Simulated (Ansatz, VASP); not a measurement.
SiNi: VASP beside Ansatz

```
CELL_PARAMETERS angstrom
2.99354 0.00000 0.00000
0.00000 3.23544 0.00000
0.00000 0.00000 4.67282
ATOMIC_POSITIONS crystal
Si 0.50000 0.50000 0.84261
Si 0.00000 0.00000 0.15739
Ni 0.50000 0.50000 0.34323
Ni 0.00000 0.00000 0.65677
```

Alike in both runs: functional PBEsol; k mesh 14 × 12 × 10; occupations gaussian, width 0.1 eV; no spin polarisation.

Ansatz relaxed the structure, and its values are those at the end. VASP's run is a single point on that final structure, the one shown.

|  | VASP | Ansatz |
| --- | --- | --- |
| version | VASP 6.6.1 | Ansatz 0.2.0 |
| potentials or method | VASP PAW PBE potentials, release 64 (Si, Ni) | scalar-relativistic, plane waves, PAW |
| plane-wave cutoff (eV) | 520 | 420 |
| valence electrons in the cell | 28 | 44 |

Ansatz gave:

* gap on the k mesh at the Fermi level (eV): none
* pressure (GPa): 0.0
* rms of the force components (eV/Å): 0.002

Q: What did VASP give for the same quantities?

A: gap on the k mesh at the Fermi level (eV): none; pressure (GPa): 0.3; rms of the force components (eV/Å): 0.006.

A gap of «none» marks a metal or a gap that the smearing closes. The two sets of potentials don't hold the same shells in valence.

Caveats: the PAW data sets were made with another functional, which shifts forces and pressure a little (VASP). Spin polarisation is off, so any magnetic state and its effect on volume and gap are missing.
